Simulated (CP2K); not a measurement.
**TiC: equation of state with LDA**

Crystal: TiC.

```
Ti C
1.0
     3.06279    0.00000    0.00000
     1.53139    2.65245    0.00000
     1.53139    0.88415    2.50076
Ti C
1 1
Direct
  0.00000 0.00000 0.00000
  0.50000 0.50000 0.50000
```

The cell is a database's computed one.

```yaml
Program: CP2K 2026.2
Task: equation of state
Functional: LDA
Potentials_or_basis: GTH_POTENTIALS Ti GTH-PADE-q12, C GTH-PADE-q4; TZVP-MOLOPT-PBE-GTH basis
Density_cutoff: 6123 eV
k_mesh: 11 × 11 × 11
Occupations: fermi-dirac, width 0.05 eV
Spin: no spin polarisation
```

* Equilibrium volume: 9.68 Å³/atom
* Bulk modulus: 286 GPa
* Pressure derivative of the bulk modulus: 4.1

Energy against volume, from the lowest point:
| volume (Å³/atom) | energy (meV/atom) |
| --- | --- |
| 9.548 | 1.28 |
| 9.752 | 0.00 |
| 9.955 | 6.06 |
| 10.158 | 18.72 |
| 10.361 | 37.31 |
| 10.564 | 61.24 |
| 10.767 | 89.97 |

All runs of the series together: 15 min on 1 thread of Arm Neoverse V2, on a shared host.

Caveat: the basis of atomic orbitals isn't converged, which shifts pressures, moduli and gaps.
